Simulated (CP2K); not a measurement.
# CdSe (F-43m) in CP2K: notebook

Aim: see how the results for CdSe move with the level of theory and the settings. Levels: PBE, LDA, rev-vdW-DF2, RPBE. Tasks: band structure.

Program: CP2K 2026.2. These are calculated values, not measurements. Logs are shortened: lines on timing, memory, paths and dates and some standing lists are left out, and cuts for length are marked.

**1. The structure**

The structure is cubic, space group F-43m (No. 216). Conventional cell: a = 6.141 Å, b = 6.141 Å, c = 6.141 Å, α = 90.00°, β = 90.00°, γ = 90.00°. Cd (site symmetry -43m) is surrounded by 4 Se at 2.66 Å. Se (site symmetry -43m) is surrounded by 4 Cd at 2.66 Å.

Measurements of this composition are mostly on another form, of space group No. 186.

**2. Band structure, PBE**

Contents of cdse_bands.inp:

```
&GLOBAL
  PROJECT cdse_bands
  RUN_TYPE ENERGY_FORCE
  PRINT_LEVEL LOW
&END GLOBAL
&FORCE_EVAL
  METHOD QS
  STRESS_TENSOR ANALYTICAL
  &DFT
    BASIS_SET_FILE_NAME BASIS_MOLOPT_UZH
    POTENTIAL_FILE_NAME POTENTIAL_UZH
    &MGRID
      CUTOFF 675
      REL_CUTOFF 60
      NGRIDS 4
    &END MGRID
    &QS
      METHOD GPW
      EPS_DEFAULT 1.0E-9
    &END QS
    &KPOINTS
      SCHEME MONKHORST-PACK 8 8 8
      GAMMA_CENTERED T
      SYMMETRY T
      SYMMETRY_BACKEND SPGLIB
    &END KPOINTS
    &SCF
      SCF_GUESS ATOMIC
      EPS_SCF 1.0E-6
      MAX_SCF 100
      ADDED_MOS 10
      CHOLESKY OFF
      EPS_EIGVAL 1.0E-7
      &DIAGONALIZATION ON
        ALGORITHM STANDARD
      &END DIAGONALIZATION
      &MIXING ON
        METHOD BROYDEN_MIXING
        ALPHA 0.4
        BETA 1.5
        NBUFFER 8
      &END MIXING
      &SMEAR ON
        METHOD FERMI_DIRAC
        ELECTRONIC_TEMPERATURE 580.23
      &END SMEAR
    &END SCF
    &XC
      &XC_FUNCTIONAL
        &GGA_X_PBE
        &END GGA_X_PBE
        &GGA_C_PBE
        &END GGA_C_PBE
      &END XC_FUNCTIONAL
    &END XC
    &PRINT
      &KPOINTS ON
      &END KPOINTS
      &MULLIKEN ON
      &END MULLIKEN
      &MO ON
        ENERGIES T
        OCCUPATION_NUMBERS T
        &EACH
          QS_SCF 0
        &END EACH
        ADD_LAST NUMERIC
      &END MO
      &BAND_STRUCTURE
        FILE_NAME bands.bs
        ADDED_MOS 4
        &KPOINT_SET
          UNITS B_VECTOR
          NPOINTS 6
          SPECIAL_POINT GAMMA 0.00000000 0.00000000 0.00000000
          SPECIAL_POINT X 0.50000000 0.00000000 0.50000000
          SPECIAL_POINT W 0.50000000 0.25000000 0.75000000
          SPECIAL_POINT K 0.37500000 0.37500000 0.75000000
          SPECIAL_POINT GAMMA 0.00000000 0.00000000 0.00000000
          SPECIAL_POINT L 0.50000000 0.50000000 0.50000000
          SPECIAL_POINT U 0.62500000 0.25000000 0.62500000
          SPECIAL_POINT W 0.50000000 0.25000000 0.75000000
          SPECIAL_POINT L 0.50000000 0.50000000 0.50000000
          SPECIAL_POINT K 0.37500000 0.37500000 0.75000000
        &END KPOINT_SET
        &KPOINT_SET
          UNITS B_VECTOR
          NPOINTS 6
          SPECIAL_POINT U 0.62500000 0.25000000 0.62500000
          SPECIAL_POINT X 0.50000000 0.00000000 0.50000000
        &END KPOINT_SET
      &END BAND_STRUCTURE
    &END PRINT
  &END DFT
  &SUBSYS
    &CELL
      A 4.3420191692 0.0000000000 0.0000000000
      B 2.1710095846 3.7602989043 0.0000000000
      C 2.1710095846 1.2534329681 3.5452438060
      PERIODIC XYZ
    &END CELL
    &COORD
      SCALED
      Cd  0.0000000000 0.0000000000 0.0000000000
      Se  0.2500000000 0.2500000000 0.2500000000
    &END COORD
    &KIND Cd
      BASIS_SET TZVP-MOLOPT-PBE-GTH-q12
      POTENTIAL GTH-PBE-q12
    &END KIND
    &KIND Se
      BASIS_SET TZVP-MOLOPT-PBE-GTH-q6
      POTENTIAL GTH-PBE-q6
    &END KIND
    &PRINT
      &ATOMIC_COORDINATES ON
      &END ATOMIC_COORDINATES
      &CELL ON
      &END CELL
    &END PRINT
  &END SUBSYS
  &PRINT
    &FORCES ON
    &END FORCES
    &STRESS_TENSOR ON
    &END STRESS_TENSOR
  &END PRINT
&END FORCE_EVAL
```

Potentials or basis: POTENTIAL_UZH Cd GTH-PBE-q12, Se GTH-PBE-q6; TZVP-MOLOPT-PBE-GTH basis.

Command:

```sh
> OMP_NUM_THREADS=1 cp2k.psmp -i cdse_bands.inp -o cdse_bands.out
```

cdse_bands.out:

```text

 CP2K| version string:                                       CP2K version 2026.2
 CP2K| Input file name                                            cdse_bands.inp

 GLOBAL| Force Environment number                                              1
 GLOBAL| Basis set file name                                    BASIS_MOLOPT_UZH
 GLOBAL| Potential file name                                       POTENTIAL_UZH
 GLOBAL| MM Potential file name                                     MM_POTENTIAL
 GLOBAL| Coordinate file name                                      __STD_INPUT__
 GLOBAL| Method name                                                        CP2K
 GLOBAL| Project name                                                 cdse_bands
 GLOBAL| Run type                                                   ENERGY_FORCE
 GLOBAL| FFT library                                                       FFTW3
 GLOBAL| Diagonalization library                                       ScaLAPACK
 GLOBAL| Cholesky decomposition library                                ScaLAPACK
 GLOBAL| DGEMM library                                                      BLAS
 GLOBAL| Direct generalized diagonalization requested                          F
 GLOBAL| Matrix multiplication library                                 ScaLAPACK
 GLOBAL| Global print level                                                  LOW
 GLOBAL| Total number of message passing processes                             1
 GLOBAL| Number of threads for this process                                    1
 GLOBAL| CPU model name                                                  UNKNOWN

 CELL| Volume [angstrom^3]:                                            57.884223
 CELL| Vector a [angstrom]:       4.342     0.000     0.000   |a| =     4.342019
 CELL| Vector b [angstrom]:       2.171     3.760     0.000   |b| =     4.342019
 CELL| Vector c [angstrom]:       2.171     1.253     3.545   |c| =     4.342019
 CELL| Angle (b,c), alpha [degree]:                                    60.000000
 CELL| Angle (a,c), beta  [degree]:                                    60.000000
 CELL| Angle (a,b), gamma [degree]:                                    60.000000
 CELL| Numerically orthorhombic:                                              NO
 CELL| Periodicity                                                           XYZ

 CELL_REF| Volume [angstrom^3]:                                        57.884223
 CELL_REF| Vector a [angstrom     4.342     0.000     0.000   |a| =     4.342019
 CELL_REF| Vector b [angstrom     2.171     3.760     0.000   |b| =     4.342019
 CELL_REF| Vector c [angstrom     2.171     1.253     3.545   |c| =     4.342019
 CELL_REF| Angle (b,c), alpha [degree]:                                60.000000
 CELL_REF| Angle (a,c), beta  [degree]:                                60.000000
 CELL_REF| Angle (a,b), gamma [degree]:                                60.000000
 CELL_REF| Numerically orthorhombic:                                          NO
 CELL_REF| Periodicity                                                       XYZ

 GENERATE|  Preliminary Number of Bonds generated:                             0
 GENERATE|  Achieved consistency in connectivity generation.

 *******************************************************************************
 *******************************************************************************
 **            Copyright (C) by CP2K developers group (2000-2026)             **
 *******************************************************************************

 TOTAL NUMBERS AND MAXIMUM NUMBERS

  Total number of            - Atomic kinds:                                   2
                             - Atoms:                                          2
                             - Shell sets:                                     2
                             - Shells:                                        17
                             - Primitive Cartesian functions:                  9
                             - Cartesian basis functions:                     58
                             - Spherical basis functions:                     51

  Maximum angular momentum of- Orbital basis functions:                        3
                             - Local part of the GTH pseudopotential:          0
                             - Non-local part of the GTH pseudopotential:      4

 MODULE QUICKSTEP: ATOMIC COORDINATES IN ANGSTROM

   Atom Kind Element         X             Y             Z       Z(eff)     Mass
      1    1 Cd   48      0.000000      0.000000      0.000000  12.0000 112.4110
[... 41 lines left out ...]
 BRILLOUIN|     3           0.04688       -0.37500       -0.37500       -0.12500
 BRILLOUIN|     4           0.01172       -0.37500       -0.37500        0.00000
 BRILLOUIN|     5           0.04688       -0.37500       -0.37500        0.12500
 BRILLOUIN|     6           0.02344       -0.37500       -0.37500        0.25000
[... 21 lines left out ...]
 BRILLOUIN|    28           0.00781        0.00000        0.00000        0.50000
 BRILLOUIN|    29           0.00586        0.00000        0.50000        0.50000
 *******************************************************************************

 Extrapolation method: initial_guess

 Number of electrons:                                                         18
 Number of occupied orbitals:                                                  9
 Number of molecular orbitals:                                                19

 Number of orbital functions:                                                 51
 Number of independent orbital functions:                                     51

 SCF WAVEFUNCTION OPTIMIZATION

  Step     Update method      Time    Convergence         Total energy    Change
  ------------------------------------------------------------------------------
     1 NoMix/Diag. 0.40E+00    1.5     1.39789737       -55.5956080037 -5.56E+01
     2 Broy./Diag. 0.40E+00    1.4     0.05531586       -55.4814039882  1.14E-01
     3 Broy./Diag. 0.40E+00    1.3     0.13838200       -55.5185737860 -3.72E-02
     4 Broy./Diag. 0.40E+00    1.4     0.01428039       -55.5552747247 -3.67E-02
     5 Broy./Diag. 0.40E+00    1.4     0.00331510       -55.5642760003 -9.00E-03
     6 Broy./Diag. 0.40E+00    1.4     0.00327509       -55.5475393731  1.67E-02
     7 Broy./Diag. 0.40E+00    1.4     0.00101257       -55.5375269400  1.00E-02
     8 Broy./Diag. 0.40E+00    1.4     0.00051419       -55.5404356409 -2.91E-03
     9 Broy./Diag. 0.40E+00    1.4     0.00014870       -55.5437806495 -3.35E-03
    10 Broy./Diag. 0.40E+00    1.4     0.00002341       -55.5437902824 -9.63E-06
    11 Broy./Diag. 0.40E+00    1.4     0.00001030       -55.5437502419  4.00E-05
    12 Broy./Diag. 0.40E+00    1.4     0.00000102       -55.5437531350 -2.89E-06
    13 Broy./Diag. 0.40E+00    1.4     0.00000139       -55.5437481727  4.96E-06
    14 Broy./Diag. 0.40E+00    1.4     0.00000069       -55.5437495599 -1.39E-06

  *** SCF run converged in    14 steps ***

  Electronic density on regular grids:        -17.9999999825        0.0000000175
  Core density on regular grids:               17.9999999756       -0.0000000244
  Total charge density on r-space grids:       -0.0000000069
  Total charge density g-space grids:          -0.0000000069

  Overlap energy of the core charge distribution:               0.00000000122546
  Self energy of the core charge distribution:                -93.75293752140084
  Core Hamiltonian energy:                                     28.57561769976121
  Hartree energy:                                              18.34520235198058
  Exchange-correlation energy:                                 -8.71163115446342
  Electronic entropic energy:                                  -0.00000093699011
  Fermi energy:                                                 0.11290750238488

  Total energy:                                               -55.54374955988074
  Total energy (extrapolated to T->0):                        -55.54374909138569

 MO| EIGENVALUES AND OCCUPATION NUMBERS FOR K POINT 1
 MO|
 MO|  Index      Eigenvalue [a.u.]        Eigenvalue [eV]             Occupation
 MO|      1              -0.344814              -9.382869               2.000000
 MO|      2              -0.185910              -5.058877               2.000000
 MO|      3              -0.185910              -5.058876               2.000000
 MO|      4              -0.175500              -4.775599               2.000000
 MO|      5              -0.175500              -4.775598               2.000000
 MO|      6              -0.171863              -4.676642               2.000000
[... 339 lines left out ...]
 MO|     18               0.708572              19.281220               0.000000
 MO|     19               0.739665              20.127295               0.000000
 MO| Sum:                                                              18.000000
 MO| E(Fermi):            0.112908 a.u.          3.072369 eV

 [... the levels of further k-points ...]

 !-----------------------------------------------------------------------------!
                     Mulliken Population Analysis

 #  Atom  Element  Kind  Atomic population                           Net charge
       1     Cd       1         11.458954                              0.541046
       2     Se       2          6.541046                             -0.541046
 # Total charge                             18.000000                 -0.000000

 !-----------------------------------------------------------------------------!

 KPOINTS| Band Structure Calculation
 KPOINTS| Number of k-point sets                                               2
 KPOINTS| Number of added MOs/bands                                            4
 KPOINTS| Number of k-points in set    1                                      55
 KPOINTS| In units of b-vector [2pi/Bohr]
 KPOINTS| Special point     1       GAMMA     0.000000     0.000000     0.000000
 KPOINTS| Special point     2           X     0.500000     0.000000     0.500000
 KPOINTS| Special point     3           W     0.500000     0.250000     0.750000
 KPOINTS| Special point     4           K     0.375000     0.375000     0.750000
 KPOINTS| Special point     5       GAMMA     0.000000     0.000000     0.000000
 KPOINTS| Special point     6           L     0.500000     0.500000     0.500000
 KPOINTS| Special point     7           U     0.625000     0.250000     0.625000
 KPOINTS| Special point     8           W     0.500000     0.250000     0.750000
 KPOINTS| Special point     9           L     0.500000     0.500000     0.500000
 KPOINTS| Special point    10           K     0.375000     0.375000     0.750000
 KPOINTS| Number of k-points in set    2                                       7
 KPOINTS| In units of b-vector [2pi/Bohr]
 KPOINTS| Special point     1           U     0.625000     0.250000     0.625000
 KPOINTS| Special point     2           X     0.500000     0.000000     0.500000

 ENERGY| Total FORCE_EVAL ( QS ) energy [hartree]            -55.543749325388561

 FORCES| Atomic forces [hartree/bohr]
 FORCES|   Atom     x               y               z               |f|
 FORCES|      1  2.32598530E-09 -4.96197458E-08 -6.56862298E-09   5.01066481E-08
 FORCES|      2 -2.30090280E-09  4.96309248E-08  6.58307657E-09   5.01184572E-08
 FORCES| Sum     2.50825048E-11  1.11790217E-11  1.44535864E-11
 FORCES| Total atomic force                                       3.10323820E-11

 STRESS| Analytical stress tensor [bar]
 STRESS|                        x                   y                   z
 STRESS|      x        1.77585040890E+04  -1.31641944465E-02  -8.13957436112E-04
 STRESS|      y       -1.31641944465E-02   1.77588482137E+04   3.88038582696E-01
 STRESS|      z       -8.13957436112E-04   3.88038582696E-01   1.77593604268E+04
 STRESS| 1/3 Trace                                             1.77589042432E+04
 STRESS| Determinant                                           5.60077977104E+12

 STRESS| Eigenvectors and eigenvalues of the analytical stress tensor [bar]
 STRESS|                        1                   2                   3
 STRESS| Eigenvalues   1.77585031220E+04   1.77586403069E+04   1.77595693006E+04
 STRESS|      x           0.996614016378     -0.081962551970     -0.006530117436
 STRESS|      y           0.075257741480      0.877326664114      0.473955901727
 STRESS|      z          -0.033117589081     -0.472842536696      0.880524366945
```

Run time: 23 s. Hardware: 1 thread of Arm Neoverse V2, shared host; peak memory 0.41 GiB.

Results:

```yaml
Free_energy: -1511.4223 eV
Pressure: 1.8 GPa
Band_gap_on_the_k_mesh: 0.55 eV, direct
Band_gap_along_the_path: 0.55 eV, direct
Mulliken_charges: Cd +0.54; Se -0.54 e
```

Levels at the corners of the path, in eV from the valence-band top:
| point | band 5 | band 6 | band 7 | band 8 | band 9 | band 10 | band 11 | band 12 | band 13 | band 14 |
| --- | --- | --- | --- | --- | --- | --- | --- | --- | --- | --- |
| Γ | -7.55 | -7.55 | 0.00 | 0.00 | 0.00 | 0.55 | 6.15 | 6.15 | 6.15 | 11.10 |
| X | -7.49 | -7.21 | -3.97 | -1.77 | -1.77 | 3.20 | 3.75 | 9.01 | 10.37 | 10.37 |
| W | -7.54 | -7.10 | -3.87 | -2.14 | -2.11 | 4.94 | 5.26 | 6.54 | 7.68 | 10.63 |
| K | -7.52 | -7.13 | -3.90 | -2.42 | -1.45 | 3.75 | 5.12 | 8.32 | 8.72 | 8.78 |
| Γ | -7.55 | -7.55 | 0.00 | 0.00 | 0.00 | 0.55 | 6.15 | 6.15 | 6.15 | 11.10 |
| L | -7.53 | -7.27 | -4.24 | -0.72 | -0.72 | 2.38 | 6.55 | 6.55 | 7.36 | 10.97 |
| U | -7.52 | -7.13 | -3.90 | -2.42 | -1.45 | 3.75 | 5.12 | 8.32 | 8.72 | 8.78 |
| W | -7.54 | -7.10 | -3.87 | -2.14 | -2.11 | 4.94 | 5.26 | 6.54 | 7.68 | 10.63 |
| L | -7.53 | -7.27 | -4.24 | -0.72 | -0.72 | 2.38 | 6.55 | 6.55 | 7.36 | 10.97 |
| K | -7.52 | -7.13 | -3.90 | -2.42 | -1.45 | 3.75 | 5.12 | 8.32 | 8.72 | 8.78 |
| U | -7.52 | -7.13 | -3.90 | -2.42 | -1.45 | 3.75 | 5.12 | 8.32 | 8.72 | 8.78 |
| X | -7.49 | -7.21 | -3.97 | -1.77 | -1.77 | 3.20 | 3.75 | 9.01 | 10.37 | 10.37 |

Caveat: Mulliken charges move with the basis; the basis of atomic orbitals isn't converged, which shifts pressures, moduli and gaps.

[end of part 1 of 2]
